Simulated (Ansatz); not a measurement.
# BeS (F-43m): volume and gaps against pressure

```
CELL_PARAMETERS angstrom
2.43422 2.43422 0.00000
-2.43422 2.43422 0.00000
0.00000 2.43422 2.43422
ATOMIC_POSITIONS crystal
Be 0.00000 0.00000 0.00000
S 0.75000 0.25000 0.50000
```

This is the zero-pressure cell under r²SCAN. Cell and atoms are relaxed by PAW (default files of Ansatz 0.2.0, cutoff 500 eV, stress met within about 0.05 GPa) at each pressure, in this structure whether or not another phase would take over; P is the pressure reached, less that of this cell. Levels come from r²SCAN, PAW on Ansatz 0.2.0's default frozen-core files (fitted under PBE), scalar-relativistic; k mesh 8×8×8, fixed occupations, cutoff 500 eV. Conduction levels are in eV over the valence top (at Γ), at fixed fractional wave vectors. Zone-centre phonons come from finite displacements by PAW, without the LO-TO term.

| P (GPa) | V/V₀ | X | L | Γ | T2 TO (cm⁻¹) |
| --- | --- | --- | --- | --- | --- |
| -1.98 | 1.0214 | 3.634 | 5.955 | 6.245 | 546.3 |
| 0.00 | 1.0000 | 3.589 | 6.033 | 6.234 | 564.0 |
| 2.01 | 0.9804 | 3.545 | 6.105 | 6.222 | 580.7 |
| 3.99 | ? | ? | ? | ? | ? |
| 6.98 | 0.9384 | 3.439 | 6.263 | 6.187 | 618.5 |
| 9.98 | 0.9168 | 3.379 | 6.346 | 6.165 | 639.1 |
| 14.96 | 0.8850 | 3.283 | 6.470 | 6.126 | 670.8 |

**Question.** Fit the third-order Birch-Murnaghan equation to the rows shown.

**Answer.** With f = [(V₀/V)^(2/3) − 1]/2, the normalised pressure F = P/[3f(1 + 2f)^(5/2)] is 97.6 GPa at f = -0.0070, 97.4 GPa at f = 0.0067, 96.8 GPa at f = 0.0216, 96.5 GPa at f = 0.0298, 96.0 GPa at f = 0.0424. The line F = B₀[1 + (3/2)(B′ − 4)f] gives B₀ = 97.5 GPa and B′ = 3.8.

**Question.** What are the volume deformation potentials and pressure coefficients of these levels at zero pressure?

**Answer.** 

```csv
level,dE/dlnV (eV),dE/dP = −(dE/dlnV)/B₀ (meV/GPa),mean slope up to 2.0 GPa (meV/GPa)
X,2.19,-22.5,-22.1
L,-3.66,37.6,36.0
Γ,0.58,-5.9,-6.2
```

dE/dlnV is the slope of a cubic fit in ln V at V₀. The last column is read from two rows and shows how the slope bends with pressure.

**Question.** What mode Grüneisen parameters follow?

**Answer.** γ = −d ln ω/d ln V at V₀ from a quadratic fit in ln V: T2 1.49.

**Question.** What belongs in the row at 3.99 GPa?

**Answer.** The fits give V/V₀ = 0.9626 and X = 3.502 eV. Computed: V/V₀ = 0.9627, X = 3.502, L = 6.171, Γ = 6.209, T2 TO (cm⁻¹) = 596.3.

Caveats: no other phase was computed; many crystals of this kind change structure within this range, and rows or crossings beyond such a change describe a metastable lattice; frozen-core PAW files fitted under PBE, their cores solved anew for the functional of the run; semilocal gaps are low, and the spacing of valleys can be off by tenths of an eV; levels are read at fixed fractional k, so an edge that moves off these points is missed.
